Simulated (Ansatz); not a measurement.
# CaSe: the cost of one run

Program: Ansatz 0.2.0. Level of theory: DFT PBE, scalar-relativistic, plane waves, PAW. These are calculated values, not measurements.

## Step 1: The system as given

The structure is hexagonal, space group P6_3mc (No. 186). The conventional cell has a = 4.297 Å, b = 4.297 Å, c = 6.882 Å, α = 90.00°, β = 90.00°, γ = 120.00°. Ca (site symmetry 3m) has 4 Se at 2.61 to 2.63 Å as nearest neighbours. Around Se (site symmetry 3m) lie 4 Ca at 2.61 to 2.63 Å.

Structure file:

```
CELL_PARAMETERS angstrom
4.29701 0.00000 0.00000
-2.14850 3.72132 0.00000
0.00000 0.00000 6.88151
ATOMIC_POSITIONS crystal
Ca 0.33333 0.66667 0.00000
Ca 0.66667 0.33333 0.50000
Se 0.33333 0.66667 0.38210
Se 0.66667 0.33333 0.88210
```

This is candidate A: wurtzite type (P6_3mc, No. 186).

(A quick probe on a coarse mesh, which set the mesh and smearing, is not shown.)

## Step 3: A loose first relaxation (candidate A)

input.yaml reads:

```yaml
crystal:
  lattice:
    - [4.2970092569, 0.0, 0.0]
    - [-2.1485046284, 3.7213191768, 0.0]
    - [0.0, 0.0, 6.8815121415]
  atoms:
    - { symbol: Ca, position: [0.3333333333, 0.6666666667, 0.0] }
    - { symbol: Ca, position: [0.6666666667, 0.3333333333, 0.5] }
    - { symbol: Se, position: [0.3333333333, 0.6666666667, 0.3821] }
    - { symbol: Se, position: [0.6666666667, 0.3333333333, 0.8821] }
basis:
  ecutwfc: 420
kpoints:
  mp_grid: { grid: [6, 6, 4] }
hamiltonian:
  xc: pbe
scf:
  occupations: { method: gaussian, width: 0.1 }
  lower_state_search: "off"
output:
  forces: true
  stress: true
  eigenvalues: true
relax:
  adjacent_minimum: "off"
  f_tol: 0.04
  max_steps: 70
  cell: { stress_tol: 0.4 }
```

Command:

```console
$ ansatz run input.yaml --threads 1 --pin off --max-ram 2560MiB --backend cpu --events-out ev --progress --plain --runs-dir out
```

What time and memory should one allow on 1 thread of Intel Xeon at 2.80GHz (Skylake/Cascade Lake), shared host?

About 69 s, with a peak of 0.44 GiB.
